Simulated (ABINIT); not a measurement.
ZnSe (Stilleite), 2 atoms in the cell. It takes space group F-43m (No. 216, cubic). The conventional cell has a = 5.668 Å, b = 5.668 Å, c = 5.668 Å, α = 90.00°, β = 90.00°, γ = 90.00°. Se (site symmetry -43m) has 4 Zn at 2.45 Å as nearest neighbours. Zn (site symmetry -43m) has 4 Se at 2.45 Å as nearest neighbours. 

- Program: ABINIT 10.8.3 (patched build)
- Task: single point
- Functional: PBEsol
- Potentials or basis: JTH PAW PBE v2.0
- Cutoff: 544 eV
- k mesh: 5 × 5 × 5
- Occupations: fermi-dirac, width 0.05 eV
- Spin: no spin polarisation
- Fine-grid cutoff: 1088.46 eV
- Exchange and correlation inside the PAW spheres: full angular mesh (pawxcdev 0, this build's default; the released program takes 1)

Potentials or basis: JTH PAW PBE v2.0.

Command:

```console
$ abinit run.abi > log 2>&1
```

Hardware: 1 thread of Arm Neoverse V1, on a shared host.

Task: Estimate the wall time of this run.

Result: Wall time 21 s on 1 thread of Arm Neoverse V1, on a shared host, peak memory 0.1 GiB. Counts: scf iterations 20, k points 10, bands 13, plane waves 1326.
